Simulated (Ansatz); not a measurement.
Crystal: Tb, fcc type, 1 atom in the cell.

Method: PBE, plane waves, PAW datasets (generated soft set 1) in Ansatz 0.2.0 development build.

Cutoff 420 eV; k-mesh 38×38×38 Γ-centred; Fermi–Dirac smearing of 0.0612 eV; no spin polarisation; no spin–orbit coupling.

(1) What equilibrium volume, lattice constant and bulk modulus does this give?

## Answers

(1) V₀ = 30.551 Å³/atom (a₀ = 4.962 Å), B₀ = 15.9 GPa, B₀′ = 2.96. The points behind the fit:

| V (Å³/atom) | a (Å) | E − E(min) (meV/atom) | P (GPa) |
| --- | --- | --- | --- |
| 28.701 | 4.8602 | 6.01 | 1.09 |
| 29.312 | 4.8944 | 2.62 | 0.70 |
| 29.923 | 4.9282 | 0.66 | 0.34 |
| 30.533 | 4.9615 | 0.00 | 0.01 |
| 31.144 | 4.9943 | 0.56 | -0.30 |
| 31.755 | 5.0268 | 2.23 | -0.58 |
| 32.365 | 5.0588 | 4.94 | -0.84 |

The published all-electron PBE values for this crystal (mean of FLEUR and WIEN2k, k-spacing 0.06 Å⁻¹; Bosoni et al., Nat. Rev. Phys. 6, 45 (2024)) are V₀ = 30.552 Å³/atom, B₀ = 15.6 GPa, B₀′ = 2.99.

The stress includes the program's correction for the finite plane-wave basis.

This cubic structure is a model: it isn't the usual form of the substance at ambient conditions, and such phases are metastable or hypothetical. The open f shell is treated without spin here, so this is a model state and not the ground state.
